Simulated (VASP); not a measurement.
# What goes wrong when the modes of Te2Mo are computed with a bad input

Some phonon runs on Te2Mo get a fault in the input on purpose. Which of them show, and how? The starting structure is a measured crystal structure from the Crystallography Open Database.

Method: Kohn-Sham DFT with plane waves and PAW; LDA, in VASP 6.6.1.

The database entry behind the starting cell has ideal inner coordinates that were not refined, so it need not match the best structure at ambient conditions.

## (1) The structure

Symmetry: P6_3/mmc, No. 194, hexagonal system. The conventional cell has a = 3.519 Å, b = 3.519 Å, c = 13.964 Å, α = 90.00°, β = 90.00°, γ = 120.00°. Nearest to Te lie 3 Mo at 2.68 Å. Mo has 6 Te at 2.68 Å nearest. Farther neighbours and most contacts between anions are not listed.

## (2) Reference modes

The cell comes from a relaxation at this level, not shown (143.94 Å³).

INCAR reads:

```
SYSTEM = Te2Mo
PREC = Accurate
ENCUT = 450
EDIFF = 1E-08
NELM = 100
ISMEAR = 0
SIGMA = 0.03
LREAL = .FALSE.
ALGO = Normal
GGA = CA
NBANDS = 32
LORBIT = 11
LWAVE = .FALSE.
LCHARG = .FALSE.
KPAR = 4
IBRION = 8
LEPSILON = .TRUE.
ISIF = 2
```

POSCAR reads:

```
Te2Mo
1.0
    3.4743468299      0.0000000000      0.0000000000
   -1.7371734149      3.0088726162      0.0000000000
    0.0000000000      0.0000000000     13.7688524040
Te Mo
4 2
Direct
    0.6666666667      0.3333333333      0.3806722167
    0.3333333333      0.6666666667      0.8806722167
    0.6666666667      0.3333333333      0.1193277833
    0.3333333333      0.6666666667      0.6193277833
    0.6666666667      0.3333333333      0.7500000000
    0.3333333333      0.6666666667      0.2500000000
```

KPOINTS reads:

```
Automatic mesh
0
Gamma
8 8 2
0 0 0
```

Potentials, in the order of the species: Te and Mo_sv (LDA family, release 64).

Run with:

```
$ mpirun -np 4 vasp_std
```

The program printed:

```text
[banner, memory and clock lines left out]
running    4 mpi-ranks, on    1 nodes
 distrk:  each k-point on    1 cores,    4 groups
 distr:  one band on    1 cores,    1 groups

 POSCAR found type information on POSCAR TeMo
 POSCAR found :  2 types and       6 ions
 LDA part: xc-table for (Slater(with rela. corr.)+CA(PZ))
 , standard interpolation
 POSCAR, INCAR and KPOINTS ok, starting setup
 FFT: planning ... GRIDC
 FFT: planning ... GRID_SOFT
 FFT: planning ... GRID
 WAVECAR not read
 entering main loop
       N       E                     dE             d eps       ncg     rms          rms(c)
DAV:   1     0.387795446239E+03    0.38780E+03   -0.25335E+04  1496   0.131E+03
DAV:   2    -0.190254065658E+02   -0.40682E+03   -0.39744E+03  1544   0.339E+02
DAV:   3    -0.420501076973E+02   -0.23025E+02   -0.22634E+02  1624   0.675E+01
DAV:   4    -0.426095125703E+02   -0.55940E+00   -0.55797E+00  1504   0.108E+01
DAV:   5    -0.426262295870E+02   -0.16717E-01   -0.16713E-01  1728   0.183E+00    0.235E+01
DAV:   6    -0.417143366269E+02    0.91189E+00   -0.69826E+00  1536   0.146E+01    0.896E+00
DAV:   7    -0.416412746229E+02    0.73062E-01   -0.62574E+00  1400   0.112E+01    0.632E+00
DAV:   8    -0.412667629868E+02    0.37451E+00   -0.14281E+00  1464   0.599E+00    0.294E+00
DAV:   9    -0.412700197407E+02   -0.32568E-02   -0.19900E-01  1664   0.207E+00    0.128E+00
DAV:  10    -0.412620028714E+02    0.80169E-02   -0.48310E-02  1552   0.125E+00    0.317E-01
DAV:  11    -0.412621282142E+02   -0.12534E-03   -0.25681E-03  1600   0.247E-01    0.270E-01
DAV:  12    -0.412621100593E+02    0.18155E-04   -0.33478E-04  1536   0.809E-02    0.169E-01
DAV:  13    -0.412620550351E+02    0.55024E-04   -0.13935E-04  1600   0.692E-02    0.873E-02
DAV:  14    -0.412620502730E+02    0.47621E-05   -0.17252E-05  1624   0.169E-02    0.461E-02
DAV:  15    -0.412620499344E+02    0.33869E-06   -0.74908E-07  1528   0.443E-03    0.287E-02
DAV:  16    -0.412620490496E+02    0.88471E-06   -0.17764E-06  1592   0.698E-03    0.152E-02
DAV:  17    -0.412620488728E+02    0.17681E-06   -0.65164E-07  1584   0.370E-03    0.272E-03
DAV:  18    -0.412620488547E+02    0.18171E-07   -0.50787E-08  1416   0.102E-03    0.173E-03
DAV:  19    -0.412620488492E+02    0.54606E-08   -0.23566E-08  1032   0.820E-04
   1 F= -.41262049E+02 E0= -.41262049E+02  d E =-.253821E-51
 Linear response reoptimize wavefunctions to high precision
DAV:   1    -0.412620488490E+02    0.25193E-09   -0.47086E-09   944   0.293E-04
DAV:   2    -0.412620488491E+02   -0.11823E-09   -0.60723E-10   816   0.112E-04
DAV:   3    -0.412620488490E+02    0.84583E-10   -0.15007E-10   800   0.501E-05
 Linear response G [H, r] |phi>, progress :
  Direction:   1
       N       E                     dE             d eps       ncg     rms
RMM:   1    -0.293985635325E+03   -0.29399E+03   -0.36884E+01  2218   0.292E+02
RMM:   2    -0.271576580475E+03    0.22409E+02   -0.14008E+02  2016   0.473E+01
RMM:   3    -0.273621876947E+03   -0.20453E+01   -0.14317E+01  2361   0.129E+01
RMM:   4    -0.273783248873E+03   -0.16137E+00   -0.12793E+00  2417   0.336E+00
RMM:   5    -0.273799225761E+03   -0.15977E-01   -0.13405E-01  2562   0.103E+00
RMM:   6    -0.273801224262E+03   -0.19985E-02   -0.14701E-02  2610   0.344E-01
RMM:   7    -0.273801411076E+03   -0.18681E-03   -0.29633E-03  2666   0.797E-02
RMM:   8    -0.273801440323E+03   -0.29247E-04   -0.60334E-04  2665   0.268E-02
RMM:   9    -0.273801444846E+03   -0.45226E-05   -0.24708E-04  2723   0.115E-02
RMM:  10    -0.273801446623E+03   -0.17772E-05    0.10794E-04  2555   0.595E-03
RMM:  11    -0.273801446152E+03    0.47090E-06   -0.95134E-05  2482   0.400E-03
RMM:  12    -0.273801446333E+03   -0.18134E-06   -0.13344E-04  2383   0.327E-03
RMM:  13    -0.273801446588E+03   -0.25484E-06   -0.36456E-05  2160   0.296E-03
RMM:  14    -0.273801446714E+03   -0.12590E-06    0.25156E-05  1908   0.283E-03
RMM:  15    -0.273801446678E+03    0.36286E-07   -0.17336E-06  1729   0.278E-03
RMM:  16    -0.273801446792E+03   -0.11391E-06    0.17695E-05  1639   0.275E-03
 Linear response G [H, r] |phi>, progress :
  Direction:   2
       N       E                     dE             d eps       ncg     rms
RMM:   1    -0.296788153373E+03   -0.29679E+03   -0.18174E+02  2222   0.293E+02
RMM:   2    -0.287963127835E+03    0.88250E+01   -0.15734E+02  2041   0.474E+01
RMM:   3    -0.290211845364E+03   -0.22487E+01   -0.14612E+01  2335   0.126E+01
RMM:   4    -0.290392718266E+03   -0.18087E+00   -0.16456E+00  2433   0.329E+00
RMM:   5    -0.290396416561E+03   -0.36983E-02   -0.13904E-01  2585   0.101E+00
RMM:   6    -0.290398392820E+03   -0.19763E-02   -0.19514E-02  2622   0.344E-01
RMM:   7    -0.290398514232E+03   -0.12141E-03   -0.27869E-03  2673   0.759E-02
RMM:   8    -0.290398536609E+03   -0.22377E-04    0.10776E-03  2721   0.253E-02
RMM:   9    -0.290398539330E+03   -0.27212E-05   -0.77746E-05  2694   0.105E-02
RMM:  10    -0.290398541156E+03   -0.18257E-05   -0.84262E-04  2550   0.550E-03
RMM:  11    -0.290398541252E+03   -0.96316E-07   -0.22169E-04  2455   0.376E-03
RMM:  12    -0.290398540984E+03    0.26799E-06   -0.14630E-04  2344   0.311E-03
RMM:  13    -0.290398541102E+03   -0.11787E-06    0.92390E-05  2098   0.287E-03
RMM:  14    -0.290398540941E+03    0.16146E-06   -0.10856E-04  1939   0.278E-03
[...]
RMM:   4    -0.816498983649E-01    0.30342E-04   -0.21164E-04  2025   0.552E-02    0.105E-01
RMM:   5    -0.816587379911E-01   -0.88396E-05   -0.13347E-04  1955   0.491E-02    0.777E-02
RMM:   6    -0.816423036762E-01    0.16434E-04   -0.65709E-05  1973   0.380E-02    0.753E-03
RMM:   7    -0.816436494201E-01   -0.13457E-05   -0.99918E-06  2237   0.122E-02    0.820E-03
RMM:   8    -0.816433890545E-01    0.26037E-06   -0.35706E-07  2230   0.379E-03    0.659E-03
RMM:   9    -0.816440908968E-01   -0.70184E-06   -0.77678E-07  2140   0.298E-03    0.211E-03
RMM:  10    -0.816437126768E-01    0.37822E-06    0.35537E-07  2057   0.138E-03    0.368E-04
RMM:  11    -0.816437745094E-01   -0.61833E-07   -0.51645E-08  2412   0.408E-04    0.274E-04
RMM:  12    -0.816438438310E-01   -0.69322E-07    0.16513E-07  2225   0.163E-04    0.149E-04
RMM:  13    -0.816438960936E-01   -0.52263E-07    0.19922E-07  2334   0.104E-04    0.726E-05
RMM:  14    -0.816438528535E-01    0.43240E-07    0.23978E-07  2220   0.637E-05    0.141E-05
RMM:  15    -0.816438363078E-01    0.16546E-07    0.17349E-07  2567   0.403E-05    0.196E-05
RMM:  16    -0.816438312776E-01    0.50303E-08    0.26368E-07  2229   0.326E-05    0.296E-06
RMM:  17    -0.816438815731E-01   -0.50296E-07    0.19119E-07  2239   0.272E-05    0.196E-06
RMM:  18    -0.816438455629E-01    0.36010E-07    0.26351E-07  1527   0.255E-05    0.171E-06
RMM:  19    -0.816438570971E-01   -0.11534E-07    0.18641E-07  1041   0.252E-05    0.923E-07
RMM:  20    -0.816438490556E-01    0.80415E-08    0.25515E-07  1006   0.252E-05    0.977E-07
RMM:  21    -0.816438542318E-01   -0.51762E-08    0.22195E-07   916   0.251E-05    0.781E-07
RMM:  22    -0.816438182764E-01    0.35955E-07    0.25687E-07   874   0.252E-05    0.811E-07
RMM:  23    -0.816438433380E-01   -0.25062E-07    0.19614E-07   821   0.251E-05    0.853E-07
 first order change of Fermi-energy  -0.41391E+00
 force on displaced ion       1 direction 3 :  -0.000   0.000 -12.944
 Born effective charge ion    1 direction 3 :  -0.000   0.000   0.932
 Linear response progress:
  Degree of freedom:   3/  4
       N       E                     dE             d eps       ncg     rms          rms(c)
RMM:   1    -0.856870752808E+00   -0.85687E+00    0.33799E-01  4722   0.199E+01
RMM:   2    -0.681299875959E+00    0.17557E+00   -0.30311E-01  6136   0.285E+00    0.130E-01
RMM:   3    -0.687720687650E+00   -0.64208E-02   -0.21775E-02  8117   0.647E-01    0.682E-02
RMM:   4    -0.687344895823E+00    0.37579E-03   -0.67180E-04  9215   0.115E-01    0.345E-02
RMM:   5    -0.687176685750E+00    0.16821E-03   -0.75572E-05  8994   0.320E-02    0.505E-03
RMM:   6    -0.687204217212E+00   -0.27531E-04   -0.49383E-05  9448   0.115E-02    0.143E-03
RMM:   7    -0.687223005473E+00   -0.18788E-04   -0.32511E-05  9356   0.499E-03    0.592E-04
RMM:   8    -0.687228882304E+00   -0.58768E-05   -0.17207E-05  9348   0.236E-03    0.376E-04
RMM:   9    -0.687232133418E+00   -0.32511E-05   -0.86736E-06  8992   0.132E-03    0.139E-04
RMM:  10    -0.687232286044E+00   -0.15263E-06   -0.49013E-06  9768   0.727E-04    0.695E-05
RMM:  11    -0.687232608065E+00   -0.32202E-06   -0.26858E-06  9543   0.420E-04    0.598E-05
RMM:  12    -0.687233431778E+00   -0.82371E-06   -0.15857E-06  8668   0.313E-04    0.135E-05
RMM:  13    -0.687233392493E+00    0.39285E-07   -0.68549E-07  9684   0.181E-04    0.114E-05
RMM:  14    -0.687233455166E+00   -0.62673E-07   -0.54320E-07  9745   0.125E-04    0.697E-06
RMM:  15    -0.687233470770E+00   -0.15604E-07   -0.26369E-07  9616   0.940E-05    0.470E-06
RMM:  16    -0.687233529961E+00   -0.59190E-07   -0.21493E-07  9293   0.757E-05    0.308E-06
RMM:  17    -0.687233593190E+00   -0.63230E-07   -0.10709E-07  9006   0.660E-05    0.233E-06
RMM:  18    -0.687233596653E+00   -0.34627E-08   -0.77919E-08  7801   0.564E-05    0.183E-06
 first order change of Fermi-energy  -0.24841E+00
 force on displaced ion       5 direction 1 : -14.706   0.003   0.000
 Born effective charge ion    5 direction 1 :  -3.304  -0.000   0.000
 Linear response progress:
  Degree of freedom:   4/  4
       N       E                     dE             d eps       ncg     rms          rms(c)
RMM:   1    -0.992777201914E+00   -0.99278E+00    0.73768E-01  1452   0.204E+01
RMM:   2    -0.818556717755E+00    0.17422E+00   -0.30487E-01  1832   0.264E+00    0.153E-01
RMM:   3    -0.824788211279E+00   -0.62315E-02   -0.20901E-02  2131   0.594E-01    0.800E-02
RMM:   4    -0.824229517566E+00    0.55869E-03   -0.65122E-04  2390   0.105E-01    0.413E-02
RMM:   5    -0.823971436319E+00    0.25808E-03    0.52545E-05  2531   0.296E-02    0.145E-02
RMM:   6    -0.823945344820E+00    0.26091E-04   -0.11017E-04  2432   0.109E-02    0.401E-03
RMM:   7    -0.823958879951E+00   -0.13535E-04    0.56434E-06  2405   0.457E-03    0.189E-03
RMM:   8    -0.823966079151E+00   -0.71992E-05   -0.68228E-06  2471   0.218E-03    0.123E-03
RMM:   9    -0.823972479193E+00   -0.64000E-05   -0.30105E-06  2510   0.132E-03    0.479E-04
RMM:  10    -0.823968513685E+00    0.39655E-05   -0.42884E-06  2362   0.721E-04    0.203E-04
RMM:  11    -0.823967980533E+00    0.53315E-06   -0.17400E-06  2656   0.323E-04    0.785E-05
RMM:  12    -0.823968038409E+00   -0.57876E-07   -0.32123E-07  2621   0.183E-04    0.352E-05
RMM:  13    -0.823968260213E+00   -0.22180E-06   -0.39646E-07  2516   0.134E-04    0.222E-05
RMM:  14    -0.823968242278E+00    0.17935E-07   -0.18128E-07  2670   0.104E-04    0.605E-06
RMM:  15    -0.823968193986E+00    0.48292E-07   -0.43568E-07  2458   0.932E-05    0.656E-06
RMM:  16    -0.823968230073E+00   -0.36087E-07   -0.19367E-07  2540   0.849E-05    0.252E-06
RMM:  17    -0.823968172683E+00    0.57390E-07   -0.17315E-07  2137   0.813E-05    0.130E-06
RMM:  18    -0.823968204754E+00   -0.32070E-07   -0.20628E-07  1679   0.796E-05    0.163E-06
RMM:  19    -0.823968219995E+00   -0.15241E-07   -0.10080E-07  1733   0.789E-05    0.122E-06
RMM:  20    -0.823968183877E+00    0.36118E-07   -0.14620E-07  1252   0.781E-05    0.126E-06
RMM:  21    -0.823968202307E+00   -0.18430E-07   -0.47227E-08  1195   0.778E-05    0.104E-06
RMM:  22    -0.823968174334E+00    0.27973E-07   -0.11810E-07  1133   0.776E-05    0.970E-07
RMM:  23    -0.823968180554E+00   -0.62205E-08   -0.41004E-08  1099   0.775E-05    0.105E-06
 first order change of Fermi-energy   0.28839E-01
 force on displaced ion       5 direction 3 :   0.000  -0.000 -22.082
 Born effective charge ion    5 direction 3 :   0.000  -0.000  -1.902
 Born effective charges drift removed
 Linear response finished
```

The job ended after 5.9 min (4 MPI ranks of AMD EPYC 9R45, shared host; peak memory 2.6 GiB; 23 min of CPU time).

The logs omit lines about the potential files and the build; timing stands in the text.

(Part 1 of 3 ends here.)

[Lines on the potential files, build, host, timing and source positions are cut from VASP's logs without a mark.]

[Logs are printed without paths, hosts, clocks, repeated set-up lines and the standing remarks that a program may print on its own settings, such as how far it seeks lower states.]

[Hosts, paths, dates, database ids (printed as entryN), source tags and the programs' standing remarks are cut or masked in the printed files.]
